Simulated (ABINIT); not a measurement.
SnO:

```
Sn O
1.0
     3.81370    0.00000    0.00000
     0.00000    3.81370    0.00000
     0.00000    0.00000    4.88691
Sn O
2 2
Direct
  0.50000 0.00000 0.76463
  0.00000 0.50000 0.23537
  0.00000 0.00000 0.00000
  0.50000 0.50000 0.00000
```

The cell is a database's computed one.

Base run:

* Program: ABINIT 10.8.3 (patched build)
* Functional: LDA
* Potentials or basis: JTH PAW LDA v2.0
* Cutoff: 626 eV
* k mesh: 9 × 9 × 8
* Occupations: fermi-dirac, width 0.05 eV
* Spin: no spin polarisation

Its results: band gap on the k mesh 0.37 eV, indirect (least direct gap 1.97 eV); pressure -3.7 GPa; largest force 0.248 eV/Å.

Problem. After a change of settings the same cell gave: band gap on the k mesh 1.23 eV, indirect (least direct gap 2.05 eV); pressure -3.8 GPa; largest force 0.209 eV/Å. Which change was it?
A. k mesh from 9 × 9 × 8 to 3 × 3 × 2
B. potentials or basis from JTH PAW LDA v2.0 to JTH PAW LDA v2.0 sp; k mesh from 9 × 9 × 8 to 7 × 7 × 6; valence electrons from 40 to 20
C. functional from LDA to LDA-PZ; k mesh from 9 × 9 × 8 to 7 × 7 × 6
D. k mesh from 9 × 9 × 8 to 4 × 4 × 4

Solution. A.

Caveats: some runs use coarse meshes; spin-orbit coupling is left out, which moves the levels of the heavy elements; an odd mesh through Γ misses points on the zone boundary, where band edges often lie.

Runs at the PBE level aren't shown here.
